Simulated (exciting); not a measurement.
Si:

```
Si
1.0
     0.00000    2.72185    2.72185
     2.72185    0.00000    2.72185
     2.72185    2.72185    0.00000
Si
2
Direct
  0.50123 0.50905 0.49418
  0.75046 0.74894 0.74012
```

The cell isn't the ideal one: atoms moved at random, drawn with an rms of 0.05 Å.

```yaml
Program: exciting (release sodium)
Task: relaxation of the atoms
Functional: revPBE
Potentials_or_basis: all-electron LAPW+lo, shipped species files, valence relativity iora*
rgkmax: 7.5
k_mesh: 4 × 4 × 4
Occupations: fermi-dirac, width 0.05 eV
Spin: no spin polarisation
```

At the start: volume 20.16 Å³/atom.

**Question.** Where does the relaxation end?

**Answer.** Over 3 steps the energy falls by 9.3 meV/atom; space group Fd-3m (No. 227, to 0.05 Å).

The path:
```tsv
step	energy change (eV)	largest force (eV/Å)
1	0.0000	0.7470
2	-0.0097	0.5121
3	-0.0186	0.0256
```

Final structure:
```xyz
2
Lattice="0.0000 2.7219 2.7219 2.7219 0.0000 2.7219 2.7219 2.7219 0.0000" Properties=species:S:1:pos:R:3 pbc="T T T"
Si    2.7116    2.7035    2.7354
Si    4.0721    4.0630    4.0956
```

Caveat: the k mesh is coarse (spacing up to 0.50 Å⁻¹), so the values aren't converged.
